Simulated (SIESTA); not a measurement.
BaS under changes of volume

One of the cells (32.576 Å³/atom); the others are scaled copies at fixed shape and fractional positions:

```
CELL_PARAMETERS angstrom
0.00000 3.19375 3.19375
3.19375 0.00000 3.19375
3.19375 3.19375 0.00000
ATOMIC_POSITIONS crystal
Ba 0.00000 0.00000 0.00000
S 0.50000 0.50000 0.50000
```

* Program: SIESTA 5.4.2
* Functional: LDA
* Potentials or basis: PseudoDojo 0.4 standard (LDA files)
* Basis: DZP (energy shift 0.003 Ry; two zetas on semicore shells; d shell added on Ba)
* Grid cutoff: 500 Ry
* Energy shift: 0.003 Ry
* k mesh: 7 × 7 × 7
* Occupations: fermi-dirac, width 0.05 eV
* Spin: no spin polarisation

| volume (Å³/atom) | energy over the lowest point (meV/atom) | pressure (GPa) | gap on the mesh (eV) |
| --- | --- | --- | --- |
| 30.622 | ? | ? | ? |
| 31.273 | 0.00 | 0.4 | 1.91 |
| 31.925 | 0.34 | -0.5 | 1.95 |
| 32.576 | 4.39 | -1.4 | 2.00 |
| 33.228 | 11.87 | -2.2 | 2.04 |
| 33.879 | 22.40 | -2.9 | 2.08 |
| 34.531 | 35.61 | -3.6 | 2.12 |

What does the run at 30.622 Å³/atom give?

Energy over the lowest point 3.93 meV/atom; pressure 1.6 GPa; gap on the mesh 1.86 eV.

Worked out: A Birch-Murnaghan fit of order 3 (a polynomial in V^(-2/3)) to the other rows has its minimum at 31.54 Å³/atom with B0 = V·E''(V) = 48 GPa and B' = 4.3. It gives 3.90 meV/atom at 30.622 Å³/atom, against the run's 3.93, and -dE/dV = 1.5 GPa, against 1.6. A straight line through the other rows of the gap, of slope 2.13 eV per unit of ln V, extrapolates to 1.86 eV, against the run's 1.86.

Energies are extrapolated to zero smearing.

Caveats: this set's barium file shifts pressures by up to 1 GPa against other sets; spin-orbit coupling is left out, which moves the levels of the heavy elements; an odd mesh through Γ misses points on the zone boundary, where band edges often lie; the basis of atomic orbitals isn't converged, which shifts pressures, moduli and gaps.
